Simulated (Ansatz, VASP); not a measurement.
## Two plane-wave programs on ZnO

Contents of INCAR:

```
SYSTEM = ZnO
PREC = Accurate
ENCUT = 600
EDIFF = 1E-6
ISMEAR = 0
SIGMA = 0.02
LREAL = .FALSE.
LASPH = .TRUE.
NELM = 100
ALGO = Normal
ISIF = 3
LWAVE = .FALSE.
LCHARG = .FALSE.
GGA = PE
IBRION = 2
NSW = 100
EDIFFG = -0.005
```

File KPOINTS:

```
regular mesh
0
G
  9 9 6
  0 0 0
```

POSCAR

```
ZnO
1.0
    3.2493987239      0.0000000000      0.0000000000
   -1.6246993619      2.8140618419      0.0000000000
    0.0000000000      0.0000000000      5.2038000000
Zn O
2 2
Direct
    0.3333333333      0.6666666667      0.0000000000
    0.6666666667      0.3333333333      0.5000000000
    0.3333333333      0.6666666667      0.3821000000
    0.6666666667      0.3333333333      0.8821000000
```

Input for Ansatz:

```yaml
crystal:
  lattice:
    - [3.2493987239, 0.0, 0.0]
    - [-1.6246993619, 2.8140618419, 0.0]
    - [0.0, 0.0, 5.2038]
  atoms:
    - { symbol: Zn, position: [0.3333333333, 0.6666666667, 0.0] }
    - { symbol: Zn, position: [0.6666666667, 0.3333333333, 0.5] }
    - { symbol: O, position: [0.3333333333, 0.6666666667, 0.3821] }
    - { symbol: O, position: [0.6666666667, 0.3333333333, 0.8821] }
basis:
  ecutwfc: 520.0
kpoints:
  mp_grid: { grid: [9, 9, 6] }
hamiltonian:
  xc: pbe
  pseudopotentials: { kind: paw, azcp: { folder: soft_1 } }
scf:
  occupations: { method: gaussian, width: 0.02 }
output:
  forces: true
  stress: true
  eigenvalues: true
relax:
  adjacent_minimum: "off"
  f_tol: 0.005
  max_steps: 80
  cell: { stress_tol: 0.05 }
```

Alike in both runs: task relaxation of cell and atoms; functional PBE; k mesh 9 × 9 × 6; occupations gaussian, width 0.02 eV; no spin polarisation.

|  | VASP | Ansatz |
| --- | --- | --- |
| version | VASP 6.6.1 | Ansatz 0.2.0 |
| potentials or method | VASP PAW PBE potentials, release 64 (Zn, O) | scalar-relativistic, plane waves, PAW |
| plane-wave cutoff (eV) | 600 | 520 |
| valence electrons in the cell | 36 | 36 |

VASP gave:

| Item | Value |
| --- | --- |
| gap on the k mesh at the Fermi level, each at its own relaxed structure (eV) | 0.72 |
| relaxed volume (Å³/atom) | 12.39 |
| relaxed cell length with the largest relative difference (Å) | 5.303 |
| energy change over the relaxation (meV/atom) | -9 |

What did Ansatz give for the same quantities?

gap on the k mesh at the Fermi level, each at its own relaxed structure (eV): 0.74; relaxed volume (Å³/atom): 12.33; relaxed cell length with the largest relative difference (Å): 5.294; energy change over the relaxation (meV/atom): -7.

As with any semilocal functional, this PBE gap is likely too small. PBE usually gives volumes a little too large and moduli too small. Zero-point motion and thermal expansion aren't in these numbers.
